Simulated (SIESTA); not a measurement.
**MgSe under changes of volume**

One of the cells (20.651 Å³/atom); the others are scaled copies at fixed shape and fractional positions:

```
CELL_PARAMETERS angstrom
0.00000 2.74355 2.74355
2.74355 0.00000 2.74355
2.74355 2.74355 0.00000
ATOMIC_POSITIONS crystal
Se 0.50000 0.50000 0.50000
Mg 0.00000 0.00000 0.00000
```

```yaml
Program: SIESTA 5.4.2
Functional: PBE
Potentials_or_basis: PseudoDojo 0.4 standard (PBE files)
Basis: DZP (energy shift 0.003 Ry; two zetas on semicore shells)
Grid_cutoff: 800 Ry
Energy_shift: 0.003 Ry
k_mesh: 8 × 8 × 8
Occupations: fermi-dirac, width 0.05 eV
Spin: no spin polarisation
```

```tsv
volume (Å³/atom)	energy over the lowest point (meV/atom)	pressure (GPa)	gap on the mesh (eV)
19.031	64.33	9.3	2.01
19.436	43.06	7.5	1.98
19.841	26.42	5.7	1.95
20.651	?	?	?
21.056	1.71	1.3	1.86
21.461	0.00	0.1	1.83
```

What does the run at 20.651 Å³/atom give?

Energy over the lowest point 5.60 meV/atom; pressure 2.7 GPa; gap on the mesh 1.89 eV.

Worked out: A Birch-Murnaghan fit of order 3 (a polynomial in V^(-2/3)) to the other rows has its minimum at 21.50 Å³/atom, just outside them, with B0 = V·E''(V) = 56 GPa and B' = 5.5. It gives 6.35 meV/atom at 20.651 Å³/atom, against the run's 5.60, and -dE/dV = 2.5 GPa, against 2.7. A straight line through the other rows of the gap, of slope -1.5 eV per unit of ln V, gives 1.89 eV, against the run's 1.89.

Energies are extrapolated to zero smearing.

Caveats: the basis of atomic orbitals isn't converged, which shifts pressures, moduli and gaps.

A mesh can miss the band edges. Spin-orbit coupling on Se is left out.
